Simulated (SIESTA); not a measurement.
Ga2O3:

```
Ga O
1.0
     6.10700   -1.51855    0.00000
     6.10700    1.51855    0.00000
    -1.38599    0.00000    5.63001
Ga O
4 6
Direct
  0.34134 0.34134 0.68598
  0.65866 0.65866 0.31402
  0.90950 0.90950 0.20540
  0.09050 0.09050 0.79460
  0.50410 0.50410 0.74340
  0.49590 0.49590 0.25660
  0.82670 0.82670 0.43680
  0.17330 0.17330 0.56320
  0.83550 0.83550 0.89020
  0.16450 0.16450 0.10980
```

Program: SIESTA 5.4.2. Alike in all runs: task band structure; no spin polarisation; cell as given; smearing fermi-dirac 0.05 eV; grid cutoff 800 Ry.

Question: Order these runs on this cell by their pressure, lowest first.
A. level PBEsol; potentials or basis PseudoDojo 0.4 standard (PBEsol files), DZP (energy shift 0.003 Ry; two zetas on semicore shells); k mesh 9 × 9 × 5; energy shift 0.003 Ry
B. level LDA; potentials or basis PseudoDojo 0.4 standard (LDA files), DZP (energy shift 0.003 Ry; two zetas on semicore shells); k mesh 9 × 9 × 5; energy shift 0.003 Ry
C. level PBE; potentials or basis PseudoDojo 0.4 standard (PBE files), DZ (energy shift 0.01 Ry); k mesh 6 × 6 × 4; energy shift 0.01 Ry

Answer: B (-1.3 GPa), A (5.4 GPa), C (13.8 GPa).

Caveats: the basis of atomic orbitals isn't converged, which shifts pressures, moduli and gaps; the basis has no polarisation orbitals (some runs); semicore shells carry a single zeta, which can move pressures by several GPa and volumes by a few percent (some runs).

Not every run made on this cell is shown here.
